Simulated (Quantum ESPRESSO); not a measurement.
# HfO2 (P4_2/mnm) in Quantum ESPRESSO: reference runs

Reference runs on HfO2: the cell as given and a disturbed copy.

Everything below comes from runs of Quantum ESPRESSO 7.5. Logs are shortened: lines on timing, memory, paths and dates and some standing lists are left out, and cuts for length are marked.

## Step 1: Starting point

Symmetry: P4_2/mnm, No. 136, tetragonal system. The conventional cell has a = 4.814 Å, b = 4.814 Å, c = 3.205 Å, α = 90.00°, β = 90.00°, γ = 90.00°. Around Hf (site symmetry mmm) lie 6 O at 2.08 Å. Around O (site symmetry m2m) lie 3 Hf at 2.08 Å.

Measurements of this composition are mostly on another form, of space group No. 14.

## Step 2: Single point, PBE

pw.in reads:

```
&CONTROL
  calculation = 'scf'
  prefix = 'pwscf'
  outdir = './tmp'
  pseudo_dir = './pseudo'
  tprnfor = .true.
  tstress = .true.
  disk_io = 'nowf'
/
&SYSTEM
  ibrav = 0
  nat = 6
  ntyp = 2
  ecutwfc = 60
  ecutrho = 440
  nbnd = 33
  occupations = 'smearing'
  smearing = 'fd'
  degauss = 0.00367493
/
&ELECTRONS
  conv_thr = 1.2d-09
  electron_maxstep = 120
  mixing_beta = 0.5
/
ATOMIC_SPECIES
Hf   178.4900 Hf-sp.oncvpsp.upf
O     15.9990 O.pbe-n-kjpaw_psl.0.1.UPF
CELL_PARAMETERS angstrom
   4.8135329900    0.0000000000    0.0000000000
   0.0000000000    4.8135329900    0.0000000000
   0.0000000000    0.0000000000    3.2054154100
ATOMIC_POSITIONS crystal
Hf     0.5000000000    0.5000000000    0.5000000000
Hf     0.0000000000    0.0000000000    0.0000000000
O      0.8050448800    0.1949551200    0.5000000000
O      0.6949551200    0.6949551200    0.0000000000
O      0.3050448800    0.3050448800    0.0000000000
O      0.1949551200    0.8050448800    0.5000000000
K_POINTS automatic
6 6 8 0 0 0
```

Potentials or basis: SSSP 1.3 efficiency PBE.

The run is started by

```console
> OMP_NUM_THREADS=1 pw.x -in pw.in > pw.out
```

pw.out:

```text
This program is part of the open-source Quantum ESPRESSO suite
     for quantum simulation of materials; please cite
         "P. Giannozzi et al., J. Phys.:Condens. Matter 21 395502 (2009);
         "P. Giannozzi et al., J. Phys.:Condens. Matter 29 465901 (2017);
         "P. Giannozzi et al., J. Chem. Phys. 152 154105 (2020);
     in publications or presentations arising from this work. More details at

     file O.pbe-n-kjpaw_psl.0.1.UPF: wavefunction(s)  2P renormalized
     Message from routine setup:
     using ibrav=0 with symmetry is DISCOURAGED, use correct ibrav instead

     G-vector sticks info
     --------------------
     sticks:   dense  smooth     PW     G-vecs:    dense   smooth      PW
     Sum        2893    1581    481                78069    31465    5121

     Using Slab Decomposition

     bravais-lattice index     =            0
     lattice parameter (alat)  =       9.0963  a.u.
     unit-cell volume          =     501.1974 (a.u.)^3
     number of atoms/cell      =            6
     number of atomic types    =            2
     number of electrons       =        48.00
     number of Kohn-Sham states=           33
     kinetic-energy cutoff     =      60.0000  Ry
     charge density cutoff     =     440.0000  Ry
     scf convergence threshold =      1.2E-09
     mixing beta               =       0.5000
     number of iterations used =            8  plain     mixing
     Exchange-correlation= SLA  PW   PBX  PBC
                           (   1   4   3   4   0   0   0)

     celldm(1)=   9.096259  celldm(2)=   0.000000  celldm(3)=   0.000000
     celldm(4)=   0.000000  celldm(5)=   0.000000  celldm(6)=   0.000000

     crystal axes: (cart. coord. in units of alat)
               a(1) = (   1.000000   0.000000   0.000000 )
               a(2) = (   0.000000   1.000000   0.000000 )
               a(3) = (   0.000000   0.000000   0.665917 )

     reciprocal axes: (cart. coord. in units 2 pi/alat)
               b(1) = (  1.000000  0.000000  0.000000 )
               b(2) = (  0.000000  1.000000  0.000000 )
               b(3) = (  0.000000  0.000000  1.501688 )

     PseudoPot. # 1 for Hf read from file:
     Hf-sp.oncvpsp.upf
     Pseudo is Norm-conserving + core correction, Zval = 12.0
     Generated using ONCVPSP code by D. R. Hamann
     Using radial grid of 1656 points,  8 beta functions with:
                l(1) =   0
                l(2) =   0
                l(3) =   1
                l(4) =   1
                l(5) =   2
                l(6) =   2
                l(7) =   3
                l(8) =   3

     PseudoPot. # 2 for O  read from file:
     O.pbe-n-kjpaw_psl.0.1.UPF
     Pseudo is Projector augmented-wave + core cor, Zval =  6.0
     Generated using "atomic" code by A. Dal Corso  v.5.0.99 svn rev. 10869
     Shape of augmentation charge: BESSEL
     Using radial grid of 1095 points,  4 beta functions with:
                l(1) =   0
                l(2) =   0
                l(3) =   1
                l(4) =   1
     Q(r) pseudized with 0 coefficients

     atomic species   valence    mass     pseudopotential
     Hf               12.00   178.49000     Hf( 1.00)
     O                 6.00    15.99900     O ( 1.00)

     16 Sym. Ops., with inversion, found ( 8 have fractional translation)

   Cartesian axes

     site n.     atom                  positions (alat units)
         1        Hf     tau(   1) = (   0.5000000   0.5000000   0.3329587  )
         2        Hf     tau(   2) = (   0.0000000   0.0000000   0.0000000  )
         3        O      tau(   3) = (   0.8050449   0.1949551   0.3329587  )
         4        O      tau(   4) = (   0.6949551   0.6949551   0.0000000  )
         5        O      tau(   5) = (   0.3050449   0.3050449   0.0000000  )
         6        O      tau(   6) = (   0.1949551   0.8050449   0.3329587  )

     number of k points=    50  Fermi-Dirac smearing, width (Ry)=  0.0037
                       cart. coord. in units 2pi/alat
        k(    1) = (   0.0000000   0.0000000   0.0000000), wk =   0.0069444
        k(    2) = (   0.0000000   0.0000000   0.1877110), wk =   0.0138889
        k(    3) = (   0.0000000   0.0000000   0.3754219), wk =   0.0138889
        k(    4) = (   0.0000000   0.0000000   0.5631329), wk =   0.0138889
        k(    5) = (   0.0000000   0.0000000  -0.7508439), wk =   0.0069444
        k(    6) = (   0.0000000   0.1666667   0.0000000), wk =   0.0277778
[... 42 lines left out ...]
        k(   49) = (  -0.5000000  -0.5000000   0.5631329), wk =   0.0138889
        k(   50) = (  -0.5000000  -0.5000000  -0.7508439), wk =   0.0069444

     Dense  grid:    78069 G-vectors     FFT dimensions: (  64,  64,  48)

     Smooth grid:    31465 G-vectors     FFT dimensions: (  48,  48,  30)

     Initial potential from superposition of free atoms

     starting charge      47.9963, renormalised to      48.0000
     Starting wfcs are   36 randomized atomic wfcs

     Self-consistent Calculation

     iteration #  1     ecut=    60.00 Ry     beta= 0.50
     Davidson diagonalization with overlap
     ethr =  1.00E-02,  avg # of iterations =  3.2

     total energy              =    -392.45835084 Ry
     estimated scf accuracy    <       2.15626246 Ry

     iteration #  2     ecut=    60.00 Ry     beta= 0.50
     Davidson diagonalization with overlap
     ethr =  4.49E-03,  avg # of iterations =  3.8
[... 18 lines left out ...]
     iteration #  5     ecut=    60.00 Ry     beta= 0.50
     Davidson diagonalization with overlap
     ethr =  2.48E-05,  avg # of iterations =  2.1

     total energy              =    -393.27870004 Ry
     estimated scf accuracy    <       0.00044615 Ry

     iteration #  6     ecut=    60.00 Ry     beta= 0.50
     Davidson diagonalization with overlap
     c_bands:  1 eigenvalues not converged
     ethr =  9.29E-07,  avg # of iterations =  6.2

     total energy              =    -393.27896152 Ry
     estimated scf accuracy    <       0.00022736 Ry

     iteration #  7     ecut=    60.00 Ry     beta= 0.50
     Davidson diagonalization with overlap
     ethr =  4.74E-07,  avg # of iterations =  2.2

     total energy              =    -393.27897983 Ry
     estimated scf accuracy    <       0.00001702 Ry
[... 19 lines left out ...]
     total energy              =    -393.27898634 Ry
     estimated scf accuracy    <          3.9E-09 Ry

     iteration # 11     ecut=    60.00 Ry     beta= 0.50
     Davidson diagonalization with overlap
     ethr =  8.13E-12,  avg # of iterations =  3.9

     End of self-consistent calculation

          k = 0.0000 0.0000 0.0000 (  3943 PWs)   bands (ev):

   -50.8974 -50.8872 -19.8488 -19.8488 -19.5506 -19.5506 -19.4382 -19.3766
    -8.1872  -7.4022  -6.1484  -6.1484   3.9705   4.4522   5.1478   5.9394
     5.9394   7.6741   7.6741   7.8934   8.7884   9.0425   9.0425   9.4965
    13.5269  13.7004  14.8115  15.1661  15.1661  15.8748  17.4905  17.9574
    19.9984

          k = 0.0000 0.0000 0.1877 (  3955 PWs)   bands (ev):
[... 137 lines left out ...]
   -50.8742 -50.8742 -19.9939 -19.9939 -19.6085 -19.6085 -19.5819 -19.5819
    -7.3234  -7.3234  -6.3282  -6.3282   5.0997   5.0997   5.7805   5.7805
     6.9063   6.9063   7.3387   7.3387   8.0660   8.0660   8.5704   8.5704
    14.0251  14.0251  15.7989  15.7989  16.3964  16.3964  18.3733  18.3733
    20.2858

          k = 0.0000-0.5000-0.7508 (  3928 PWs)   bands (ev):

   -50.8711 -50.8711 -20.0772 -20.0772 -19.5894 -19.5894 -19.5730 -19.5730
    -7.4230  -7.4230  -6.1576  -6.1576   4.7957   4.7957   5.8862   5.8862
     7.1247   7.1247   7.7078   7.7078   7.7593   7.7593   8.5930   8.5930
    13.7512  13.7512  15.9064  15.9064  16.5086  16.5086  18.9179  18.9179
    20.2491

          k = 0.1667 0.1667 0.0000 (  3950 PWs)   bands (ev):

   -50.8961 -50.8885 -19.8542 -19.7822 -19.6251 -19.5474 -19.4304 -19.3842
    -8.0068  -7.3009  -6.4847  -6.1674   4.1647   4.9711   5.4741   5.9193
     6.0222   7.0764   7.6747   7.8837   8.2778   8.5918   8.8684   9.3170
    13.6918  14.0551  15.1277  15.1805  15.6212  16.3409  17.1132  18.5669
    19.9783
[... 99 lines left out ...]
   -50.8742 -50.8742 -19.9850 -19.9850 -19.6322 -19.6322 -19.5690 -19.5690
    -7.2603  -7.2603  -6.3957  -6.3957   5.1099   5.1099   5.8184   5.8184
     6.6239   6.6239   7.5710   7.5710   8.0545   8.0545   8.6624   8.6624
    14.1631  14.1631  15.7413  15.7413  16.2458  16.2458  18.4919  18.4919
    20.2328

          k = 0.1667-0.5000-0.7508 (  3936 PWs)   bands (ev):

   -50.8711 -50.8711 -20.0688 -20.0688 -19.5943 -19.5943 -19.5788 -19.5788
    -7.3525  -7.3525  -6.2374  -6.2374   4.8713   4.8713   5.9089   5.9089
     6.7924   6.7924   7.5966   7.5966   8.1009   8.1009   8.6722   8.6722
    13.9211  13.9211  15.8718  15.8718  16.3711  16.3711  18.9376  18.9376
    20.2993

          k = 0.3333 0.3333 0.0000 (  3940 PWs)   bands (ev):

   -50.8935 -50.8910 -19.8650 -19.8003 -19.6114 -19.5409 -19.4149 -19.3995
    -7.7878  -7.4528  -6.5202  -6.2044   4.2052   4.9122   5.8794   5.9761
     6.3254   7.0451   7.6979   7.9035   8.1087   8.3743   8.4210   8.9151
    13.7797  14.1471  15.2124  15.6550  15.8283  16.4953  17.1993  18.9749
    19.7182
[... 59 lines left out ...]
   -50.8742 -50.8742 -19.9654 -19.9654 -19.6663 -19.6663 -19.5583 -19.5583
    -7.0887  -7.0887  -6.5761  -6.5761   5.1967   5.1967   5.7150   5.7150
     6.4412   6.4412   7.6526   7.6526   8.1967   8.1967   8.7967   8.7967
    14.5460  14.5460  15.6008  15.6008  15.8595  15.8595  18.7282  18.7282
    20.0149

          k = 0.3333-0.5000-0.7508 (  3908 PWs)   bands (ev):

   -50.8711 -50.8711 -20.0510 -20.0510 -19.6113 -19.6113 -19.5843 -19.5843
    -7.1689  -7.1689  -6.4394  -6.4394   5.0944   5.0944   5.8207   5.8207
     6.4326   6.4326   7.5221   7.5221   8.3444   8.3444   8.8857   8.8857
    14.3525  14.3525  15.7032  15.7032  16.1049  16.1049  18.9502  18.9502
    20.0941

          k =-0.5000-0.5000 0.0000 (  3976 PWs)   bands (ev):

   -50.8922 -50.8922 -19.8704 -19.8704 -19.5377 -19.5377 -19.4071 -19.4071
    -7.7265  -7.7265  -6.2225  -6.2225   4.2069   4.2069   5.8596   5.8596
     7.1595   7.1595   7.7281   7.7281   8.3875   8.3875   8.7021   8.7021
    13.7758  13.7758  15.2299  15.2299  16.2251  16.2251  18.1045  18.1045
    19.4115

          k =-0.5000-0.5000 0.1877 (  3932 PWs)   bands (ev):

   -50.8891 -50.8891 -19.8427 -19.8427 -19.5366 -19.5366 -19.5063 -19.5063
    -7.5589  -7.5589  -6.3437  -6.3437   4.4166   4.4166   5.6835   5.6835
     7.5177   7.5177   7.8158   7.8158   7.9413   7.9413   8.5809   8.5809
    14.1333  14.1333  15.1817  15.1817  16.0080  16.0080  18.4779  18.4779
    19.1409

          k =-0.5000-0.5000 0.3754 (  3952 PWs)   bands (ev):

   -50.8817 -50.8817 -19.7707 -19.7707 -19.7363 -19.7363 -19.5384 -19.5384
    -7.1587  -7.1587  -6.6299  -6.6299   4.9335   4.9335   5.5029   5.5029
     7.0606   7.0606   7.8892   7.8892   8.0429   8.0429   8.5014   8.5014
    14.8873  14.8873  15.1967  15.1967  15.4792  15.4792  18.8382  18.8382
    19.3143

          k =-0.5000-0.5000 0.5631 (  3924 PWs)   bands (ev):

   -50.8742 -50.8742 -19.9543 -19.9543 -19.6825 -19.6825 -19.5550 -19.5550
    -6.9074  -6.9074  -6.7618  -6.7618   5.3703   5.3703   5.4717   5.4717
     6.4535   6.4535   7.6359   7.6359   8.2975   8.2975   8.8507   8.8507
    14.9370  14.9370  15.3415  15.3415  15.6545  15.6545  18.8369  18.8369
    19.8777

          k =-0.5000-0.5000-0.7508 (  3912 PWs)   bands (ev):

   -50.8711 -50.8711 -20.0414 -20.0414 -19.6218 -19.6218 -19.5858 -19.5858
    -7.0200  -7.0200  -6.5974  -6.5974   5.4109   5.4109   5.4885   5.4885
     6.3858   6.3858   7.4785   7.4785   8.4133   8.4133   9.0048   9.0048
    14.7059  14.7059  15.4302  15.4302  16.0242  16.0242  18.9186  18.9186
    19.9439

     the Fermi energy is    11.8512 ev

!    total energy              =    -393.27898634 Ry
     estimated scf accuracy    <          5.3E-10 Ry
     smearing contrib. (-TS)   =      -0.00000000 Ry
     internal energy E=F+TS    =    -393.27898634 Ry

     The total energy is F=E-TS. E is the sum of the following terms:
     one-electron contribution =     -85.98844344 Ry
     hartree contribution      =      68.24265909 Ry
     xc contribution           =     -87.22198356 Ry
     ewald contribution        =    -250.27330462 Ry
     one-center paw contrib.   =     -38.03791381 Ry

     convergence has been achieved in  11 iterations

     Forces acting on atoms (cartesian axes, Ry/au):

     atom    1 type  1   force =     0.00000000    0.00000000   -0.00000000
     atom    2 type  1   force =     0.00000000    0.00000000    0.00000000
     atom    3 type  2   force =    -0.00134378    0.00134378    0.00000000
     atom    4 type  2   force =     0.00134378    0.00134378    0.00000000
     atom    5 type  2   force =    -0.00134378   -0.00134378    0.00000000
     atom    6 type  2   force =     0.00134378   -0.00134378    0.00000000

     Total force =     0.003801     Total SCF correction =     0.000005

     Computing stress (Cartesian axis) and pressure

          total   stress  (Ry/bohr**3)                   (kbar)     P=       66.47
   0.00042978   0.00000000   0.00000000           63.22        0.00        0.00
   0.00000000   0.00042978   0.00000000            0.00       63.22        0.00
   0.00000000   0.00000000   0.00049604            0.00        0.00       72.97

=------------------------------------------------------------------------------=
   JOB DONE.
=------------------------------------------------------------------------------=
```

Run time: 1.8 min. Hardware: 1 thread of Arm Neoverse V2, shared host; peak memory 0.29 GiB.

Results:

- Free energy: -5350.8332 eV
- Pressure: 6.6 GPa
- Largest force: 0.049 eV/Å
- Band gap on the k mesh: 4.03 eV, direct

Forces on the atoms (eV/Å):
```
Hf   0.000  0.000  0.000
Hf   0.000  0.000  0.000
O   -0.035  0.035  0.000
O    0.035  0.035  0.000
O   -0.035 -0.035  0.000
O    0.035 -0.035  0.000
```

Levels at points of the mesh, in eV from the valence-band top:
| k point | band 20 | band 21 | band 22 | band 23 | band 24 | band 25 | band 26 | band 27 | band 28 | band 29 |
| --- | --- | --- | --- | --- | --- | --- | --- | --- | --- | --- |
| (0.00, 0.00, 0.00) | -1.60 | -0.71 | -0.45 | -0.45 | 0.00 | 4.03 | 4.20 | 5.32 | 5.67 | 5.67 |
| (0.00, 0.00, -0.50) | -2.10 | -2.04 | -2.04 | -0.95 | -0.95 | 5.69 | 5.69 | 6.16 | 6.16 | 6.18 |
| (0.00, -0.50, 0.00) | -2.75 | -1.43 | -1.43 | -0.65 | -0.65 | 4.71 | 4.71 | 6.30 | 6.30 | 6.57 |
| (0.00, -0.50, -0.50) | -1.79 | -1.74 | -1.74 | -0.90 | -0.90 | 4.25 | 4.25 | 6.41 | 6.41 | 7.01 |
| (-0.50, -0.50, 0.00) | -1.77 | -1.11 | -1.11 | -0.79 | -0.79 | 4.28 | 4.28 | 5.73 | 5.73 | 6.73 |
| (-0.50, -0.50, -0.50) | -2.02 | -1.08 | -1.08 | -0.49 | -0.49 | 5.21 | 5.21 | 5.93 | 5.93 | 6.53 |

Caveat: spin-orbit coupling is left out, which moves the levels of the heavy elements.

## Step 3: Single point, PBE (atoms moved at random, drawn with an rms of 0.05 Å)

Edit pw.in of step 2 so:

```diff
@@ -33,8 +33,8 @@
 ATOMIC_POSITIONS crystal
-Hf     0.5000000000    0.5000000000    0.5000000000
-Hf     0.0000000000    0.0000000000    0.0000000000
-O      0.8050448800    0.1949551200    0.5000000000
-O      0.6949551200    0.6949551200    0.0000000000
-O      0.3050448800    0.3050448800    0.0000000000
-O      0.1949551200    0.8050448800    0.5000000000
+Hf     0.4906510000    0.4980700000    0.5088580000
+Hf     0.0039400000   -0.0027850000   -0.0133570000
+O      0.8049350000    0.1994210000    0.5099410000
+O      0.6874980000    0.6908240000    0.0016910000
+O      0.3128420000    0.3038690000    0.0082500000
+O      0.1922350000    0.8002910000    0.5121480000
 K_POINTS automatic
```

Potentials or basis: SSSP 1.3 efficiency PBE.

The run is started by

```console
> OMP_NUM_THREADS=1 pw.x -in pw.in > pw.out
```

pw.out:

```text
This program is part of the open-source Quantum ESPRESSO suite
     for quantum simulation of materials; please cite
         "P. Giannozzi et al., J. Phys.:Condens. Matter 21 395502 (2009);
         "P. Giannozzi et al., J. Phys.:Condens. Matter 29 465901 (2017);
         "P. Giannozzi et al., J. Chem. Phys. 152 154105 (2020);
     in publications or presentations arising from this work. More details at

     file O.pbe-n-kjpaw_psl.0.1.UPF: wavefunction(s)  2P renormalized

     G-vector sticks info
     --------------------
     sticks:   dense  smooth     PW     G-vecs:    dense   smooth      PW
     Sum        2893    1581    481                78069    31465    5121

     Using Slab Decomposition

     bravais-lattice index     =            0
     lattice parameter (alat)  =       9.0963  a.u.
     unit-cell volume          =     501.1974 (a.u.)^3
[... 155 lines left out ...]

     End of self-consistent calculation

     Number of k-points >= 100: set verbosity='high' to print the bands.

     the Fermi energy is    11.6609 ev

!    total energy              =    -393.27127472 Ry
     estimated scf accuracy    <          6.6E-10 Ry
     smearing contrib. (-TS)   =       0.00000000 Ry
     internal energy E=F+TS    =    -393.27127472 Ry

     The total energy is F=E-TS. E is the sum of the following terms:
     one-electron contribution =     -86.57519374 Ry
     hartree contribution      =      68.54686806 Ry
     xc contribution           =     -87.23725751 Ry
     ewald contribution        =    -249.96762637 Ry
     one-center paw contrib.   =     -38.03806515 Ry

     convergence has been achieved in  11 iterations

     Forces acting on atoms (cartesian axes, Ry/au):

     atom    1 type  1   force =     0.04235296    0.00102344   -0.00517048
     atom    2 type  1   force =    -0.03931423    0.00999647    0.02544444
     atom    3 type  2   force =     0.01633595   -0.01538780   -0.00803982
     atom    4 type  2   force =     0.02367112    0.02744459    0.00942438
     atom    5 type  2   force =    -0.03590900   -0.03165959   -0.00202597
     atom    6 type  2   force =    -0.00713680    0.00858290   -0.01963255

     Total force =     0.094292     Total SCF correction =     0.000037

     Computing stress (Cartesian axis) and pressure

          total   stress  (Ry/bohr**3)                   (kbar)     P=       76.45
   0.00045814  -0.00007478  -0.00000985           67.39      -11.00       -1.45
  -0.00007478   0.00047379   0.00006415          -11.00       69.70        9.44
  -0.00000985   0.00006415   0.00062709           -1.45        9.44       92.25

=------------------------------------------------------------------------------=
   JOB DONE.
=------------------------------------------------------------------------------=
```

It took 5.1 min on 1 thread of Arm Neoverse V2, shared host; peak memory 0.48 GiB.

What came out:

```yaml
Free_energy: -5350.7283 eV
Pressure: 7.6 GPa
Largest_force: 1.232 eV/Å
Band_gap_on_the_k_mesh: 4.02 eV, direct
```

Forces in eV/Å, atoms in the order of the input:
```
Hf   1.089  0.026 -0.133
Hf  -1.011  0.257  0.654
O    0.420 -0.396 -0.207
O    0.609  0.706  0.242
O   -0.923 -0.814 -0.052
O   -0.183  0.221 -0.505
```

Stress tensor (GPa, compression positive):
```
 6.74 -1.10 -0.14
-1.10  6.97  0.94
-0.14  0.94  9.22
```

Caveat: spin-orbit coupling is left out, which moves the levels of the heavy elements.
